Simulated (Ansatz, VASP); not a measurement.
**Two plane-wave programs on Mg12O**

```
Mg O
1.0
     6.42000    0.00000    0.00000
     3.21000    5.55988    0.00000
     0.00000    0.00000   16.21304
Mg O
12 1
Direct
  0.00000 0.00000 0.06168
  0.50000 0.00000 0.06168
  0.00000 0.50000 0.06168
  0.50000 0.50000 0.06168
  0.82826 0.34178 0.21869
  0.32983 0.34174 0.21868
  0.82853 0.84292 0.23159
  0.32953 0.84081 0.21879
  0.99827 0.02164 0.38778
  0.48040 0.02154 0.38779
  0.99695 0.50585 0.38718
  0.49305 0.51372 0.36706
  0.15805 0.18428 0.42999
```

Alike in both runs: functional PBEsol; k mesh 2 × 2 × 1; occupations fermi-dirac, width 0.15 eV; no spin polarisation.

Ansatz relaxed the structure, and its values are those at the end. VASP's run is a single point on that final structure, the one shown.

```csv
,VASP,Ansatz
version,VASP 6.6.1,Ansatz 0.2.0
potentials or method,"VASP PAW PBE potentials, release 64 (Mg, O)","scalar-relativistic, plane waves, PAW"
plane-wave cutoff (eV),520,420
valence electrons in the cell,30,126
```

|  | VASP | Ansatz | Ansatz less VASP |
| --- | --- | --- | --- |
| rms of the force components (eV/Å) | 0.070 | 0.070 | 0.0000 |

With one functional, cell and mesh, what is left measures potentials, basis and numerics. The two sets of potentials don't hold the same shells in valence.

Caveats: the k mesh is coarse (spacing up to 0.57 Å⁻¹), so the values aren't converged; the PAW data sets were made with another functional, which shifts forces and pressure a little (VASP).
